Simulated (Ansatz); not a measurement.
**Br (omega type): how the settings move a single-point run**

How sensitive is a single-point run of Br (omega type) to its settings? A reference run comes first, then one run with altered input.

Method: reference: DFT, PBE, norm-conserving pseudopotentials, Ansatz's default files, scalar-relativistic, in Ansatz 0.2.0.

## (1) Starting point

Symmetry: P6/mmm, No. 191, hexagonal system. The conventional cell has a = 7.492 Å, b = 7.492 Å, c = 2.596 Å, α = 90.00°, β = 90.00°, γ = 120.00°. Br (site symmetry 6/mmm) is surrounded by 2 Br at 2.60 Å. Around Br (site symmetry -6m2) lie 2 Br at 2.60 Å.

Coordinates:

```
CELL_PARAMETERS angstrom
7.49235 0.00000 0.00000
-3.74617 6.48856 0.00000
0.00000 0.00000 2.59604
ATOMIC_POSITIONS crystal
Br 0.00000 0.00000 0.00000
Br 0.33333 0.66667 0.50000
Br 0.66667 0.33333 0.50000
```

## (2) Reference

File input.yaml:

```yaml
crystal:
  lattice:
    - [7.4923480863, 0.0, 0.0]
    - [-3.7461740432, 6.4885637768, 0.0]
    - [0.0, 0.0, 2.5960414355]
  atoms:
    - { symbol: Br, position: [0.0, 0.0, 0.0] }
    - { symbol: Br, position: [0.3333333333, 0.6666666667, 0.5] }
    - { symbol: Br, position: [0.6666666667, 0.3333333333, 0.5] }
kpoints:
  mp_grid: { grid: [8, 8, 10] }
scf:
  occupations: { method: fermi_dirac, width: 0.1 }
hamiltonian:
  xc: pbe
  pseudopotentials: { kind: nc }
output:
  forces: true
  stress: true
  eigenvalues: true
```

Started as:

```console
$ ansatz run input.yaml --threads 1 --pin off --max-ram 3072MiB --backend cpu --events-out ev --progress --plain --runs-dir out
```

## (3) Changed: occupations.method cold, occupations.width 0.2, mixing.algorithm msr1, mixing.beta 0.5

Changes to input.yaml since step 2:

```diff
@@ -12,3 +12,4 @@
 scf:
-  occupations: { method: fermi_dirac, width: 0.1 }
+  occupations: { method: cold, width: 0.2 }
+  mixing: { algorithm: msr1, beta: 0.5 }
 hamiltonian:
```

Before running it: what results should come out? Wanted: for each run, ending; energy change; pressure; gap; force.

The runs gave:

```csv
run,ending,energy change,pressure (GPa),gap (eV),force (eV/Å),cycles,time
reference,converged,0,0.0,0.00,0.00,6,8.9 s
"1: occupations.method cold, occupations.width 0.2, mixing.algorithm msr1, mixing.beta 0.5",converged,+9.9 meV/atom (σ→0),-0.2,0.00,0.00,9,9.9 s
```

Residual by cycle in the longest SCF loop of each run; runs are numbered as in the table. The quantity is the density residual dr2, in eV.

```csv
cycle,reference,run 1
1,0.984,1.2
2,0.146,0.267
3,0.0015,0.0589
4,9.5e-5,0.00575
5,1.8e-6,1.5e-4
6,7.9e-8,4.5e-5
7,-,1.4e-5
8,-,1.6e-7
9,-,2.3e-9
```

Changing the smearing and mixing moves the energy by +9.9 meV/atom (σ→0 values). Cost: 9 SCF cycles against 6.
